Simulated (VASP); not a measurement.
BeTe:

```xyz
2
Lattice="0.0000 2.8343 2.8343 2.8343 0.0000 2.8343 2.8343 2.8343 0.0000" Properties=species:S:1:pos:R:3 pbc="T T T"
Be    0.0000    0.0000    0.0000
Te    4.2514    4.2514    4.2514
```

The cell was built by a generator and needn't be a form met in nature.

Base run:

| Quantity | Value |
| --- | --- |
| Program | VASP 6.6.1 |
| Functional | HSE06 |
| Potentials or basis | VASP PAW PBE potentials, release 64 (Be, Te) |
| Cutoff | 520 eV |
| k mesh | 6 × 6 × 6 |
| Occupations | gaussian, width 0.02 eV |
| Spin | no spin polarisation |

Its results: band gap on the k mesh 2.70 eV, indirect (least direct gap 4.46 eV); pressure -1.3 GPa.

**Question.** The run is repeated on the same cell with these changes: functional from HSE06 to PBE; further incar settings from ALGO = Normal; EDIFF = 1e-05; NBANDS = 11 to ALGO = Fast; EDIFF = 1e-06; NBANDS = 11. What comes out?

**Answer.** Band gap on the k mesh 2.02 eV, indirect (least direct gap 3.62 eV); pressure 0.0 GPa.

Caveats: spin-orbit coupling is left out, which moves the levels of the heavy elements; the PAW data sets were made with another functional, which shifts forces and pressure a little (some runs).

A k mesh can miss the band edges.
